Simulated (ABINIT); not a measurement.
# BaTiO3 (R3m) in ABINIT: notebook

One crystal, BaTiO3, is run at these levels: LDA; tasks: single point, relaxation of cell and atoms.

Program: ABINIT 10.8.3 (patched build). These are calculated values, not measurements. Logs are shortened: lines on timing, memory, paths and dates and some standing lists are left out, and cuts for length are marked. The log counts tension as positive stress, the text compression.

### Step 1. The crystal as given

It takes space group R3m (No. 160, trigonal). The conventional cell has a = 5.655 Å, b = 5.655 Å, c = 6.955 Å, α = 90.00°, β = 90.00°, γ = 120.00°. Ba (site symmetry 3m) has 12 O at 2.79 to 2.89 Å as nearest neighbours. Ti (site symmetry 3m) is surrounded by 6 O at 1.87 to 2.14 Å. Around O (site symmetry m) lie 2 Ti at 1.87 to 2.14 Å.

### Step 2. Single point, LDA

run.abi

```
# Pseudopotentials
pp_dirpath "./"
pseudos "Ba.upf, Ti.upf, O.upf"

# Structure
acell 4.0042 4.0042 4.0042 Angstrom
rprim
     0.7061002468     0.4076671676     0.5789904333
    -0.7061002468     0.4076671676     0.5789904333
     0.0000000000    -0.8153343352     0.5789904333
ntypat 3
znucl 56 22 8
natom 5
typat 1 2 3 3 3
xcart
     0.0000000000     0.0000000000     0.0000000000
     0.0000000000    -0.0000000001     6.3679706400
     2.6239220299    -1.5149220903     4.5331539189
    -2.6239220299    -1.5149220903     4.5331539189
     0.0000000000     3.0298441804     4.5331539189

# Plane-wave basis
ecut 35.0

# k points
kptopt 1
ngkpt 5 5 5
nshiftk 1
shiftk 0.0 0.0 0.0

# Exchange and correlation
ixc 7

# Bands and occupations
nband 24
occopt 3
tsmear 0.05 eV

# SCF cycle
nstep 100
tolvrs 1.0e-10

# Output
iomode 3
prtwf 0
prtden 0
prteig 0
prtebands 0
```

Potentials or basis: PseudoDojo NC SR LDA v0.4.1 standard.

On the command line:

```
abinit run.abi > log 2>&1
```

run.abo:

```text
.Version 10.8.3 of ABINIT
 Symmetries : space group R3 m (#160); Bravais hR (rhombohedral)
================================================================================
 Values of the parameters that define the memory need of the present run
     intxc =       0    ionmov =       0      iscf =       7    lmnmax =       6
     lnmax =       6     mgfft =      45  mpssoang =       3    mqgrid =    3001
     natom =       5  nloc_mem =       1    nspden =       1   nspinor =       1
    nsppol =       1      nsym =       6    n1xccc =    2501    ntypat =       3
    occopt =       3   xclevel =       1
       mpw =        4305          nfft =       91125          nkpt =          19
================================================================================
================================================================================

--------------------------------------------------------------------------------
------------- Echo of variables that govern the present computation ------------
--------------------------------------------------------------------------------
 -outvars: echo values of preprocessed input variables --------
            acell      7.5668413534E+00  7.5668413534E+00  7.5668413534E+00 Bohr
              amu      1.37327000E+02  4.78800000E+01  1.59994000E+01
             ecut      3.50000000E+01 Hartree
              ixc           7
         kptrlatt        5    0    0      0    5    0      0    0    5
          kptrlen      3.78342068E+01
            natom           5
            nband          24
            ngfft          45      45      45
             nkpt          19
            nstep         100
             nsym           6
           ntypat           3
           occopt           3
           prtden           0
        prtebands           0
           prteig           0
            prtwf           0
            rprim      7.0610024680E-01  4.0766716760E-01  5.7899043330E-01
                      -7.0610024680E-01  4.0766716760E-01  5.7899043330E-01
                       0.0000000000E+00 -8.1533433520E-01  5.7899043330E-01
          spgroup         160
           tolvrs      1.00000000E-10
           tsmear      1.83746611E-03 Hartree
            typat      1  2  3  3  3
           xangst      0.0000000000E+00  0.0000000000E+00  0.0000000000E+00
                      -2.1062741174E-17  3.8900387815E-17  3.3697849401E+00
                       1.3885197404E+00 -8.0166224595E-01  2.3988417458E+00
                      -1.3885197404E+00 -8.0166224595E-01  2.3988417458E+00
                       2.9377808984E-17  1.6033244919E+00  2.3988417458E+00
            xcart      0.0000000000E+00  0.0000000000E+00  0.0000000000E+00
                      -3.9802812280E-17  7.3511079162E-17  6.3679706400E+00
                       2.6239220297E+00 -1.5149220903E+00  4.5331539189E+00
                      -2.6239220297E+00 -1.5149220903E+00  4.5331539189E+00
                       5.5516013159E-17  3.0298441807E+00  4.5331539189E+00
             xred      0.0000000000E+00  0.0000000000E+00  0.0000000000E+00
                       4.8449999971E-01  4.8449999971E-01  4.8449999971E-01
                       5.0859999968E-01  1.7500000009E-02  5.0859999968E-01
                       1.7500000009E-02  5.0859999968E-01  5.0859999968E-01
                       5.0859999968E-01  5.0859999968E-01  1.7500000009E-02
            znucl       56.00000   22.00000    8.00000

================================================================================

 chkinp: Checking input parameters for consistency.

================================================================================
== DATASET  1 ==================================================================

--- !DatasetInfo
iteration_state: {dtset: 1, }
dimensions: {natom: 5, nkpt: 19, mband: 24, nsppol: 1, nspinor: 1, nspden: 1, mpw: 4305, }
cutoff_energies: {ecut:  35.0, pawecutdg:  -1.0, }
electrons: {nelect:   4.00000000E+01, charge:   0.00000000E+00, occopt:   3.00000000E+00, tsmear:   1.83746611E-03, }
meta: {optdriver: 0, ionmov: 0, optcell: 0, iscf: 7, paral_kgb: 0, }
...

 Exchange-correlation functional for the present dataset will be:
  LDA: Perdew-Wang 92 LSD fit to Ceperley-Alder data - ixc=7
  J.P.Perdew and Y.Wang, PRB 45, 13244 (1992)

 Real(R)+Recip(G) space primitive vectors, cartesian coordinates (Bohr,Bohr^-1):
 R(1)=  5.3429485  3.0847528  4.3811288  G(1)=  0.0935813  0.0540292  0.0760839
 R(2)= -5.3429485  3.0847528  4.3811288  G(2)= -0.0935813  0.0540292  0.0760839
 R(3)=  0.0000000 -6.1695056  4.3811288  G(3)=  0.0000000 -0.1080584  0.0760839
 Unit cell volume ucvol=  4.3325005E+02 bohr^3
 Angles (23,13,12)=  8.98370000E+01  8.98370000E+01  8.98370000E+01 degrees

 getcut: wavevector=  0.0000  0.0000  0.0000  ngfft=  45  45  45
         ecut(hartree)=     35.000   => boxcut(ratio)=   2.18345

[... 98 lines left out ...]
       0.484499999712      0.484499999712      0.484499999712
       0.508599999681      0.017500000009      0.508599999681
       0.017500000009      0.508599999681      0.508599999681
       0.508599999681      0.508599999681      0.017500000009
 rms dE/dt=  7.1303E-03; max dE/dt=  1.3443E-02; dE/dt below (all hartree)
    1       0.013443005138      0.013443005138      0.013443005138
    2       0.000792243056      0.000792243056      0.000792243056
    3      -0.003790712995     -0.006642411782     -0.003790712995
    4      -0.006642411782     -0.003790712995     -0.003790712995
    5      -0.003790712995     -0.003790712995     -0.006642411782

 cartesian coordinates (angstrom) at end:
    1      0.00000000000000     0.00000000000000     0.00000000000000
    2     -0.00000000000000     0.00000000000000     3.36978494010129
    3      1.38851974037913    -0.80166224595214     2.39884174577010
    4     -1.38851974037913    -0.80166224595214     2.39884174577010
    5      0.00000000000000     1.60332449190428     2.39884174577010

 cartesian forces (hartree/bohr) at end:
    1      0.00000000000000     0.00000000000000    -0.00306786762245
    2     -0.00000000000000    -0.00000000000000    -0.00018030991924
    3     -0.00026686564186     0.00015407495015     0.00108272584723
    4      0.00026686564186     0.00015407495015     0.00108272584723
    5     -0.00000000000000    -0.00030814990030     0.00108272584723
 frms,max,avg= 9.3971905E-04 3.0678676E-03   0.000E+00  0.000E+00 -5.209E-07 h/b

 cartesian forces (eV/Angstrom) at end:
    1      0.00000000000000     0.00000000000000    -0.15775609599701
    2     -0.00000000000000    -0.00000000000000    -0.00927190883985
    3     -0.01372278305203     0.00792285248844     0.05567600161229
    4      0.01372278305203     0.00792285248844     0.05567600161229
    5     -0.00000000000000    -0.01584570497687     0.05567600161229
 frms,max,avg= 4.8322296E-02 1.5775610E-01   0.000E+00  0.000E+00 -2.679E-05 e/A
 length scales=  7.566841353360  7.566841353360  7.566841353360 bohr
              =  4.004200000000  4.004200000000  4.004200000000 angstroms
 Fermi (or HOMO) energy (hartree) =   0.27046   Average Vxc (hartree)=  -0.43839
 Eigenvalues (hartree) for nkpt=  19  k points:
 kpt#   1, nband= 24, wtk=  0.00800, kpt=  0.0000  0.0000  0.0000 (reduced coord)
  -1.81578   -0.95594   -0.95594   -0.95558   -0.67944   -0.37707   -0.35108   -0.35108
  -0.13307   -0.13307   -0.13297    0.14659    0.14667    0.14667    0.17904    0.17904
   0.18792    0.20860    0.21388    0.21388    0.31427    0.31427    0.31968    0.39975
      occupation numbers for kpt#   1
   2.00000    2.00000    2.00000    2.00000    2.00000    2.00000    2.00000    2.00000
   2.00000    2.00000    2.00000    2.00000    2.00000    2.00000    2.00000    2.00000
   2.00000    2.00000    2.00000    2.00000    0.00000    0.00000    0.00000    0.00000
 prteigrs : prtvol=0 or 1, do not print more k-points.

--- !EnergyTerms
iteration_state     : {dtset: 1, }
comment             : Components of total free energy in Hartree
kinetic             :  6.26654305333034E+01
hartree             :  2.99807783807010E+01
xc                  : -2.77476460077565E+01
Ewald energy        : -1.03236698652391E+02
psp_core            :  5.50463742543885E+00
local_psp           : -1.00745335365357E+02
non_local_psp       : -3.81678729490624E+00
internal            : -1.37395620980967E+02
'-kT*entropy'       : -2.29012449529063E-13
total_energy        : -1.37395620980968E+02
total_energy_eV     : -3.73872531101952E+03
band_energy         : -1.09204143634156E+01
...

 Cartesian components of stress tensor (hartree/bohr^3)
  sigma(1 1)=  2.42708532E-04  sigma(3 2)=  0.00000000E+00
  sigma(2 2)=  2.42708530E-04  sigma(3 1)=  0.00000000E+00
  sigma(3 3)=  2.44002509E-04  sigma(2 1)=  0.00000000E+00

-Cartesian components of stress tensor (GPa)         [Pressure= -7.1534E+00 GPa]
- sigma(1 1)=  7.14073155E+00  sigma(3 2)=  0.00000000E+00
- sigma(2 2)=  7.14073149E+00  sigma(3 1)=  0.00000000E+00
- sigma(3 3)=  7.17880167E+00  sigma(2 1)=  0.00000000E+00

== END DATASET(S) ==============================================================
================================================================================

 -outvars: echo values of variables after computation  --------
            acell      7.5668413534E+00  7.5668413534E+00  7.5668413534E+00 Bohr
           etotal     -1.3739562098E+02
            fcart      2.1991316467E-19  1.7218252598E-19 -3.0678676224E-03
                      -1.9468636735E-20 -7.6237394430E-21 -1.8030991924E-04
                      -2.6686564186E-04  1.5407495015E-04  1.0827258472E-03
                       2.6686564186E-04  1.5407495015E-04  1.0827258472E-03
                      -3.6473073866E-21 -3.0814990030E-04  1.0827258472E-03
            rprim      7.0610024680E-01  4.0766716760E-01  5.7899043330E-01
                      -7.0610024680E-01  4.0766716760E-01  5.7899043330E-01
                       0.0000000000E+00 -8.1533433520E-01  5.7899043330E-01
           strten      2.4270853226E-04  2.4270853002E-04  2.4400250913E-04
                       0.0000000000E+00  0.0000000000E+00  0.0000000000E+00
           xangst      0.0000000000E+00  0.0000000000E+00  0.0000000000E+00
                      -2.1062741174E-17  3.8900387815E-17  3.3697849401E+00
                       1.3885197404E+00 -8.0166224595E-01  2.3988417458E+00
                      -1.3885197404E+00 -8.0166224595E-01  2.3988417458E+00
                       2.9377808984E-17  1.6033244919E+00  2.3988417458E+00
             xred      0.0000000000E+00  0.0000000000E+00  0.0000000000E+00
                       4.8449999971E-01  4.8449999971E-01  4.8449999971E-01
                       5.0859999968E-01  1.7500000009E-02  5.0859999968E-01
                       1.7500000009E-02  5.0859999968E-01  5.0859999968E-01
                       5.0859999968E-01  5.0859999968E-01  1.7500000009E-02
 Calculation completed.
```

Wall time 2 min (1 thread of Arm Neoverse V1, shared host); peak memory 0.1 GiB.

Results:

| Property | Result |
| --- | --- |
| Free energy | -3738.7253 eV |
| Largest force | 0.158 eV/Å |
| Band gap on the k mesh | 2.46 eV, indirect (least direct gap 2.73 eV) |
| Valence electrons inside the program's atomic spheres | Ba 5.28; Ti 9.46; O 6.20 |

Forces in eV/Å, atoms in the order of the input:
```
Ba   0.000  0.000 -0.158
Ti   0.000  0.000 -0.009
O   -0.014  0.008  0.056
O    0.014  0.008  0.056
O    0.000 -0.016  0.056
```

Caveat: the cutoff is too short for stress, so the log's stress isn't used; this set's barium file shifts pressures by 1 GPa against other sets; this release of the barium file is off; spin-orbit coupling is left out, which moves the levels of the heavy elements; an odd mesh through Γ misses points on the zone boundary, where band edges often lie. A hybrid or GW would open this gap; LDA tends to underestimate it.

### Step 3. Relaxation of cell and atoms, LDA

run.abi

```
# Pseudopotentials
pp_dirpath "./"
pseudos "Ba.upf, Ti.upf, O.upf"

# Structure
acell 3*1.0 Angstrom
rprim
     2.8273666084     1.6323808724     2.3183934932
    -2.8273666084     1.6323808724     2.3183934932
     0.0000000000    -3.2647617449     2.3183934932
ntypat 3
znucl 56 22 8
natom 5
typat 1 2 3 3 3
chkprim 0
chksymtnons 0
tolsym 1.0e-6
xred
            0.0            0.0            0.0
   0.4845000000   0.4845000000   0.4845000000
   0.5086000000   0.0175000000   0.5086000000
   0.0175000000   0.5086000000   0.5086000000
   0.5086000000   0.5086000000   0.0175000000

# Plane-wave basis
ecut 42.0
ecutsm 0.5

# k points
kptopt 1
ngkpt 5 5 5
nshiftk 1
shiftk 0.0 0.0 0.0

# Exchange and correlation
ixc 7

# Bands and occupations
nband 24
occopt 3
tsmear 0.05 eV

# SCF cycle
nstep 80
tolvrs 1.0e-12

# Output
iomode 3
prteig 0
prtebands 0
prtwf 0
prtden 0

# Relaxation
ionmov 2
optcell 2
ntime 50
tolmxf 2.0e-5
dilatmx 1.08
```

Potentials or basis: PseudoDojo NC SR LDA v0.4.1 standard.

On the command line:

```
mpirun --bind-to none -np 4 abinit run.abi > log 2>&1
```

Wall time 11 min (4 MPI ranks of Arm Neoverse V1, shared host); peak memory 0.36 GiB.

The run converged. Its results:

```yaml
Free_energy: -3738.8256 eV
Relaxed_volume: 12.32 Å³/atom
Relaxed_cell: a = 3.949 Å, b = 3.949 Å, c = 3.949 Å, α = 89.93°, β = 89.93°, γ = 89.93°
Space_group_after_relaxing_to_0.05_Å: R3m (No. 160)
Energy_gained_by_relaxing: 9.6 meV/atom
Ionic_steps: 18
Pressure_after_relaxing: 0.0 GPa
Band_gap_on_the_k_mesh: 2.28 eV, indirect (least direct gap 2.40 eV)
```

Step by step:
| step | energy change (eV) | largest force (eV/Å) | pressure (GPa) | volume (Å³) |
| --- | --- | --- | --- | --- |
| 1 | 0.0000 | 0.1580 | -5.63 | 64.20 |
| 2 | -0.0290 | 0.1742 | -2.68 | 63.10 |
| 3 | -0.0394 | 0.3001 | 0.14 | 62.07 |
| 4 | -0.0417 | 0.2704 | 0.36 | 61.92 |
| 5 | -0.0470 | 0.1032 | 0.41 | 61.60 |
| 6 | -0.0475 | 0.0606 | 0.09 | 61.65 |
| 7 | -0.0476 | 0.0383 | -0.07 | 61.68 |
| 8 | -0.0478 | 0.0358 | -0.16 | 61.68 |
| 9 | -0.0479 | 0.0352 | -0.16 | 61.66 |
| 10 | -0.0480 | 0.0299 | -0.07 | 61.63 |
| 11 | -0.0481 | 0.0228 | 0.01 | 61.60 |
| 12 | -0.0481 | 0.0153 | 0.05 | 61.59 |
| 13 | -0.0481 | 0.0101 | 0.05 | 61.58 |
| 14 | -0.0481 | 0.0054 | 0.02 | 61.59 |
| 15 | -0.0481 | 0.0037 | -0.01 | 61.59 |
| 16 | -0.0481 | 0.0025 | -0.02 | 61.59 |
| 17 | -0.0481 | 0.0016 | -0.01 | 61.59 |
| 18 | -0.0481 | 0.0005 | 0.00 | 61.59 |

Final structure:
```
Ba Ti O
1.0
     2.79065    1.61118    2.28286
    -2.79065    1.61118    2.28286
     0.00000   -3.22237    2.28286
Ba Ti O
1 1 3
Direct
  0.99910 0.99910 0.99910
  0.48995 0.48995 0.48995
  0.50854 0.01306 0.50854
  0.01306 0.50854 0.50854
  0.50854 0.50854 0.01306
```

Caveat: this set's barium file shifts pressures by 1 GPa against other sets; this release of the barium file is off; spin-orbit coupling is left out, which moves the levels of the heavy elements; an odd mesh through Γ misses points on the zone boundary, where band edges often lie.

### Step 4. Single point, LDA (cell relaxed)

run.abi

```
pp_dirpath "./"
pseudos "Ba.upf, Ti.upf, O.upf"

acell 3*1.0
rprim
     5.2735677435     3.0446957594     4.3139832233
    -5.2735677435     3.0446957594     4.3139832233
     0.0000000000    -6.0893915188     4.3139832233
ntypat 3
znucl 56 22 8
natom 5
typat 1 2 3 3 3
xcart
     0.0000000000     0.0000000000    -0.0061454406
     0.0000000000     0.0000000000     3.3554849572
     1.3826984864    -0.7983013442     2.3516768296
    -1.3826984864    -0.7983013442     2.3516768296
     0.0000000000     1.5966026883     2.3516768296 Angstrom
chkprim 0
chksymtnons 0
tolsym 1.0e-6

ecut 42.0

kptopt 1
ngkpt 5 5 5
nshiftk 1
shiftk 0.0 0.0 0.0

ixc 7

nband 24
occopt 3
tsmear 0.05 eV

nstep 100
tolvrs 1.0e-10

iomode 3
prtwf 0
prteig 0
prtebands 0
prtden 1
prtvha 1
prtvclmb 1
prtpot 1
prtelf 1
```

On the command line:

```
mpirun --bind-to none -np 4 abinit run.abi > log 2>&1
```

Wall time 35 s (4 MPI ranks of Arm Neoverse V1, shared host); peak memory 0.32 GiB.

The run converged. Its results:

* Free energy: -3738.8257 eV
* Pressure: 0.0 GPa
* Band gap on the k mesh: 2.28 eV, indirect (least direct gap 2.40 eV)
* Valence electrons inside the program's atomic spheres: Ba 5.25; Ti 9.45; O 6.23

Levels at points of the mesh, in eV from the valence-band top:
```tsv
k point	band 16	band 17	band 18	band 19	band 20	band 21	band 22	band 23	band 24
(0.00, 0.00, 0.00)	-1.18	-1.05	-0.22	-0.11	-0.11	2.28	2.28	2.40	4.81
```

Caveat: this set's barium file shifts pressures by 1 GPa against other sets; this release of the barium file is off; spin-orbit coupling is left out, which moves the levels of the heavy elements; an odd mesh through Γ misses points on the zone boundary, where band edges often lie.

### Step 5. Summary

| task | cell | cutoff (eV) | cell freedom (optcell) | optimiser (ionmov) | cutoff smearing ecutsm (Ha) | force stop (Ha/bohr) | gap on the mesh (eV) | pressure (GPa) |
| --- | --- | --- | --- | --- | --- | --- | --- | --- |
| single point | as given | 952 | - | - | - | - | 2.46 | - |
| relaxation of cell and atoms | relaxed | 1143 | 2 | 2 | 0.5 | 2e-05 | 2.28 | 0.0 |
| single point | cell relaxed | 1143 | - | - | - | - | 2.28 | 0.0 |

Alike in all rows: level LDA; potentials or basis PseudoDojo NC SR LDA v0.4.1 standard; no spin polarisation; k mesh 5 × 5 × 5; smearing fermi-dirac 0.05 eV.

Caveats: this set's barium file shifts pressures by 1 GPa against other sets; this release of the barium file is off; spin-orbit coupling is left out, which moves the levels of the heavy elements; an odd mesh through Γ misses points on the zone boundary, where band edges often lie.

Total energies depend on the potentials used, so only differences within one code and one set of settings carry meaning.
